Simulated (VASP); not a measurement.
BAs:

```
B As
1.0
     0.00000    2.39187    2.39187
     2.39187    0.00000    2.39187
     2.39187    2.39187    0.00000
B As
1 1
Direct
  0.00000 0.00000 0.00000
  0.25000 0.25000 0.25000
```

Base run:

```yaml
Program: VASP 6.6.1
Functional: HF
Potentials_or_basis: VASP PAW PBE potentials, release 64 (B, As)
Cutoff: 520 eV
k_mesh: 6 × 6 × 6
Occupations: gaussian, width 0.01 eV
Spin: no spin polarisation
```

Its results: band gap on the k mesh 7.54 eV, indirect (least direct gap 10.09 eV); pressure 1.6 GPa.

Problem. The run is repeated on the same cell with these changes: functional from HF to PBE0; further incar settings from ALGO = Normal; EDIFF = 1e-07; NBANDS = 11 to ALGO = Normal; EDIFF = 1e-06; NBANDS = 11. What comes out?

Solution. Band gap on the k mesh 2.63 eV, indirect (least direct gap 4.79 eV); pressure -1.3 GPa.

Caveats: the PAW data sets were made with another functional, which shifts forces and pressure a little.

A k mesh can miss the band edges.
